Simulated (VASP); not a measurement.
## ZnSe (rocksalt): a LDA relaxation of cell and atoms in VASP

INCAR

```
PREC = Accurate
LWAVE = .FALSE.
NSW = 40
NBANDS = 16
IBRION = 2
EDIFF = 1E-7
GGA = CA
ISIF = 3
NELM = 120
EDIFFG = -5E-3
SIGMA = 0.02
LCHARG = .FALSE.
LREAL = .FALSE.
ENCUT = 600
ISMEAR = -1
LASPH = .TRUE.
```

KPOINTS

```
KPOINTS created by Atomic Simulation Environment
0
Gamma
8 8 8
0 0 0
```

POSCAR

```
Zn Se
 1.0000000000000000
    -0.0000000000000000    2.6836656595817643    2.6836656595817643
     2.6836656595817643    0.0000000000000000    2.6836656595817643
     2.6836656595817643    2.6836656595817643    0.0000000000000000
 Zn  Se
   1   1
Cartesian
  0.0000000000000000  0.0000000000000000  0.0000000000000000
  2.6836656595817643  2.6836656595817643  2.6836656595817643
```

VASP ran with the recommended LDA PAW datasets (18 valence electrons in the cell).

OSZICAR

```
N       E                     dE             d eps       ncg     rms          rms(c)
DAV:   1     0.899659265137E+02    0.89966E+02   -0.98441E+03   928   0.150E+03
DAV:   2    -0.133535615652E+01   -0.91301E+02   -0.85493E+02  1032   0.277E+02
DAV:   3    -0.708703687423E+01   -0.57517E+01   -0.56842E+01  1136   0.647E+01
DAV:   4    -0.713439422756E+01   -0.47357E-01   -0.47351E-01  1120   0.583E+00
DAV:   5    -0.713459489843E+01   -0.20067E-03   -0.20067E-03  1160   0.384E-01    0.440E+00
DAV:   6    -0.681328143430E+01    0.32131E+00   -0.60553E-01  1232   0.237E+01    0.345E+00
DAV:   7    -0.679210515720E+01    0.21176E-01   -0.11429E-01  1104   0.356E+00    0.147E+00
DAV:   8    -0.678837210409E+01    0.37331E-02   -0.27964E-03  1072   0.462E-01    0.519E-01
DAV:   9    -0.678776134722E+01    0.61076E-03   -0.85897E-04  1272   0.296E-01    0.571E-02
DAV:  10    -0.678776517984E+01   -0.38326E-05   -0.53205E-05  1216   0.744E-02    0.166E-02
DAV:  11    -0.678776517804E+01    0.18008E-08   -0.50164E-06  1120   0.250E-02    0.279E-03
DAV:  12    -0.678776516245E+01    0.15586E-07   -0.22573E-07   952   0.490E-03
   1 F= -.67877652E+01 E0= -.67866513E+01  d E =-.678777E+01
       N       E                     dE             d eps       ncg     rms          rms(c)
DAV:   1    -0.933630128486E+01   -0.25485E+01   -0.24178E+01  1128   0.858E+01    0.118E+01
DAV:   2    -0.724231465385E+01    0.20940E+01   -0.96387E+00   960   0.936E+01    0.404E+00
DAV:   3    -0.692426239456E+01    0.31805E+00   -0.73742E-01  1088   0.187E+01    0.195E+00
DAV:   4    -0.685733936097E+01    0.66923E-01   -0.12175E-01  1056   0.281E+00    0.848E-01
DAV:   5    -0.684775808642E+01    0.95813E-02   -0.10860E-02  1384   0.265E+00    0.417E-01
DAV:   6    -0.684478812794E+01    0.29700E-02   -0.33768E-03  1368   0.952E-01    0.563E-02
DAV:   7    -0.684481945767E+01   -0.31330E-04   -0.71532E-04  1104   0.300E-01    0.358E-02
DAV:   8    -0.684482339370E+01   -0.39360E-05   -0.27768E-05  1144   0.102E-01    0.853E-03
DAV:   9    -0.684482281987E+01    0.57384E-06   -0.45171E-06  1160   0.525E-02    0.138E-03
DAV:  10    -0.684482287134E+01   -0.51473E-07   -0.41986E-07   872   0.627E-03
   2 F= -.68448229E+01 E0= -.68439458E+01  d E =-.570577E-01
       N       E                     dE             d eps       ncg     rms          rms(c)
DAV:   1    -0.697855419637E+01   -0.13373E+00   -0.14022E+00  1112   0.244E+01    0.257E+00
DAV:   2    -0.686796959358E+01    0.11058E+00   -0.28337E-01  1128   0.127E+01    0.936E-01
DAV:   3    -0.685521328066E+01    0.12756E-01   -0.10084E-02   952   0.883E-01    0.460E-01
DAV:   4    -0.685252356253E+01    0.26897E-02   -0.68383E-04  1416   0.466E-01    0.220E-01
DAV:   5    -0.685174399978E+01    0.77956E-03   -0.35047E-04  1344   0.384E-01    0.226E-02
DAV:   6    -0.685175506332E+01   -0.11064E-04   -0.12328E-04   992   0.874E-02    0.120E-02
DAV:   7    -0.685175504622E+01    0.17093E-07   -0.23114E-06  1200   0.346E-02    0.288E-03
DAV:   8    -0.685175494332E+01    0.10290E-06   -0.71588E-07   840   0.155E-02    0.659E-04
DAV:   9    -0.685175494548E+01   -0.21512E-08   -0.25025E-08   512   0.215E-03
   3 F= -.68517549E+01 E0= -.68508192E+01  d E =-.639898E-01
```

From OUTCAR

```
k-points           NKPTS =     29   k-points in BZ     NKDIM =     29   number of bands    NBANDS=     16

   NELECT =      18.0000    total number of electrons

   dimension x,y,z NGX =    30 NGY =   30 NGZ =   30
   dimension x,y,z NGXF=    60 NGYF=   60 NGZF=   60

  energy-cutoff  :      600.00
  volume of cell :       35.56
      direct lattice vectors                 reciprocal lattice vectors
     0.000000000  2.610113588  2.610113588    -0.191562544  0.191562544  0.191562544
     2.610113588  0.000000000  2.610113588     0.191562544 -0.191562544  0.191562544
     2.610113588  2.610113588  0.000000000     0.191562544  0.191562544 -0.191562544

 k-points in reciprocal lattice and weights: KPOINTS created by Atomic Simulation Env
   0.00000000  0.00000000  0.00000000       0.002
   0.12500000  0.00000000  0.00000000       0.016
   0.25000000  0.00000000  0.00000000       0.016
   0.37500000  0.00000000  0.00000000       0.016
   0.50000000  0.00000000  0.00000000       0.008
   0.12500000  0.12500000  0.00000000       0.012
   0.25000000  0.12500000  0.00000000       0.047
   0.37500000  0.12500000  0.00000000       0.047
   ...

 E-fermi :   3.8504

 k-point     1 :       0.0000    0.0000    0.0000
  band No.  band energies     occupation
      1     -10.5777      2.00000
      2      -3.0158      2.00000
      3      -3.0158      2.00000
      4      -2.9956      2.00000
      5      -2.9956      2.00000
      6      -2.9956      2.00000
      7       3.3205      2.00000
      8       3.3205      2.00000
      9       3.3205      2.00000
     10       4.9115      0.00000
     11      12.4838      0.00000
     12      12.4838      0.00000
     13      12.4838      0.00000
     14      13.9380      0.00000
     15      13.9380      0.00000
     16      13.9380      0.00000

 k-point     2 :       0.1250    0.0000    0.0000
  band No.  band energies     occupation
      1     -10.4004      2.00000
      2      -3.0581      2.00000
      3      -3.0581      2.00000
      4      -3.0166      2.00000
      5      -2.9777      2.00000
      6      -2.9777      2.00000
      7       1.6655      2.00000
      8       3.3658      2.00000
      9       3.3658      2.00000
     10       6.3268      0.00000
     11      11.4252      0.00000
     12      12.0218      0.00000
     13      12.0218      0.00000
     14      13.3137      0.00000
     15      13.3137      0.00000
     16      13.7321      0.00000

 k-point     3 :       0.2500    0.0000    0.0000
  band No.  band energies     occupation
      1      -9.9102      2.00000
      2      -3.1627      2.00000
      3      -3.1627      2.00000
      4      -3.1162      2.00000
      5      -2.9290      2.00000
      6      -2.9290      2.00000
      7      -0.3778      2.00000
      8       3.4973      2.00000
      9       3.4973      2.00000
     10       7.3283      0.00000
     11      10.3749      0.00000
     12      10.3749      0.00000
     13      10.7506      0.00000
     14      13.6957      0.00000
     15      14.4726      0.00000
     16      14.4726      0.00000

 k-point     4 :       0.3750    0.0000    0.0000
  band No.  band energies     occupation
      1      -9.2820      2.00000
      2      -3.4504      2.00000
      3      -3.2643      2.00000
      4      -3.2643      2.00000
      5      -2.8793      2.00000
      6      -2.8793      2.00000
      7      -1.7421      2.00000
      8       3.6700      1.99976
      9       3.6700      1.99976
     10       7.2327      0.00000
     11       9.1684      0.00000
     12       9.1684      0.00000
     13      10.6055      0.00000
     14      15.1085      0.00000
     15      16.4552      0.00000
     16      16.4552      0.00000

 k-point     5 :       0.5000    0.0000    0.0000
  band No.  band energies     occupation
      1      -8.9499      2.00000
      2      -3.7855      2.00000
      3      -3.3056      2.00000
      4      -3.3056      2.00000
      5      -2.8585      2.00000
      6      -2.8585      2.00000
      7      -2.1057      2.00000
      8       3.7582      1.98026
      9       3.7582      1.98026
     10       7.0790      0.00000
     11       8.7249      0.00000
     12       8.7249      0.00000
     13      10.5287      0.00000
     14      16.6302      0.00000
     15      18.3670      0.00000
     16      18.3670      0.00000

 k-point     6 :       0.1250    0.1250    0.0000
  band No.  band energies     occupation
      1     -10.3439      2.00000
      2      -3.1198      2.00000
      3      -3.0140      2.00000
      4      -3.0049      2.00000
      5      -2.9817      2.00000
      6      -2.9817      2.00000
      7       1.8687      2.00000
      8       2.9505      2.00000
      9       2.9505      2.00000
     10       6.8935      0.00000
     11      10.6281      0.00000
     12      11.2131      0.00000
     13      12.5443      0.00000
     14      12.5443      0.00000
     15      15.1718      0.00000
     16      15.1718      0.00000

 k-point     7 :       0.2500    0.1250    0.0000
  band No.  band energies     occupation
      1      -9.9652      2.00000
      2      -3.2326      2.00000
      3      -3.0631      2.00000
      4      -3.0524      2.00000
      5      -2.9530      2.00000
      6      -2.9278      2.00000
      7       0.3079      2.00000
      8       2.7422      2.00000
      9       3.0471      2.00000
     10       7.5934      0.00000
     11       9.3893      0.00000
     12      10.7758      0.00000
     13      11.9831      0.00000
     14      12.9949      0.00000
     15      15.4957      0.00000
     16      15.6117      0.00000

 k-point     8 :       0.3750    0.1250    0.0000
  band No.  band energies     occupation
      1      -9.3854      2.00000
      2      -3.3699      2.00000
      3      -3.1707      2.00000
      4      -3.1624      2.00000
      5      -2.9059      2.00000
      6      -2.8739      2.00000
      7      -1.2721      2.00000
      8       2.8353      2.00000
      9       3.0002      2.00000
     10       7.2150      0.00000
     11       8.8725      0.00000
     12      10.6859      0.00000
     13      11.6539      0.00000
     14      13.3981      0.00000
     15      16.6796      0.00000
     16      17.3032      0.00000

 k-point     9 :       0.5000    0.1250    0.0000
  band No.  band energies     occupation
      1      -8.9293      2.00000
      2      -3.6035      2.00000
      3      -3.2603      2.00000
      4      -3.2565      2.00000
      5      -2.8644      2.00000
      6      -2.8536      2.00000
      7      -2.0025      2.00000
      8       2.6393      2.00000
      9       3.1938      2.00000
     10       7.1241      0.00000
     11       8.6027      0.00000
     12       9.6552      0.00000
     13      12.2018      0.00000
     14      14.8622      0.00000
     15      18.2011      0.00000
     16      18.4758      0.00000

 k-point    10 :      -0.3750    0.1250    0.0000
  band No.  band energies     occupation
      1      -9.0340      2.00000
      2      -3.5505      2.00000
      3      -3.2844      2.00000
      4      -3.2002      2.00000
      5      -2.8752      2.00000
      6      -2.8537      2.00000
      7      -1.8522      2.00000
      8       2.2611      2.00000
      9       3.6470      1.99992
     10       7.6096      0.00000
     11       8.6108      0.00000
     12       9.1922      0.00000
     13      12.1654      0.00000
     14      15.3529      0.00000
     15      16.1246      0.00000
     16      18.5575      0.00000

 k-point    11 :      -0.2500    0.1250    0.0000
  band No.  band energies     occupation
      1      -9.5830      2.00000
      2      -3.2849      2.00000
      3      -3.2350      2.00000
      4      -3.0933      2.00000
      5      -2.9222      2.00000
      6      -2.8827      2.00000
      7      -0.8350      2.00000
      8       2.1385      2.00000
      9       3.9025      0.13718
     10       8.2973      0.00000
     11       8.9626      0.00000
     12       9.5125      0.00000
     13      11.4304      0.00000
     14      14.1479      0.00000
     15      14.8318      0.00000
     16      17.3581      0.00000

 k-point    12 :      -0.1250    0.1250    0.0000
  band No.  band energies     occupation
      1     -10.1205      2.00000
      2      -3.1429      2.00000
      3      -3.1153      2.00000
      4      -3.0353      2.00000
      5      -2.9640      2.00000
      6      -2.9360      2.00000
      7       0.6395      2.00000
      8       2.5306      2.00000
      9       3.7702      1.96430
     10       7.5258      0.00000
     11      10.4317      0.00000
     12      10.6561      0.00000
     13      11.0890      0.00000
     14      13.0512      0.00000
     15      14.8902      0.00000
     16      15.1549      0.00000

 ...

  Total        0.0021187      0.0021187      0.0021187      0.0000000      0.0000000      0.0000000
  in kB        0.0954485      0.0954485      0.0954485      0.0000000      0.0000000      0.0000000
  external PRESSURE =       0.0954485 kB  Pullay stress =       0.0000000 kB

 POSITION                                       TOTAL-FORCE (eV/Angst)
 -----------------------------------------------------------------------------------
      0.00000      0.00000      0.00000         0.000000      0.000000      0.000000
      2.61011      2.61011      2.61011         0.000000     -0.000000     -0.000000
 -----------------------------------------------------------------------------------
    total drift:                               -0.000000      0.000000      0.000000

  FREE ENERGIE OF THE ION-ELECTRON SYSTEM (eV)
  ---------------------------------------------------
  free  energy   TOTEN  =        -6.8517549455 eV

  energy  without entropy=       -6.8498834777  energy(sigma->0) =       -6.85081921
```

CONTCAR

```
Zn Se
   1.00000000000000
     0.0000000000000000    2.6101135879075521    2.6101135879075521
     2.6101135879075521    0.0000000000000000    2.6101135879075521
     2.6101135879075521    2.6101135879075521    0.0000000000000000
  Zn              Se
     1     1
Direct
     0.0000000000000000    0.0000000000000000    0.0000000000000000
     0.5000000000000000    0.5000000000000000    0.5000000000000000

  0.00000000E+00  0.00000000E+00  0.00000000E+00
  0.00000000E+00  0.00000000E+00  0.00000000E+00
```

```
relaxed cell vector lengths : 3.691, 3.691, 3.691 Å
relaxed cell volume         : 35.56 Å³
```
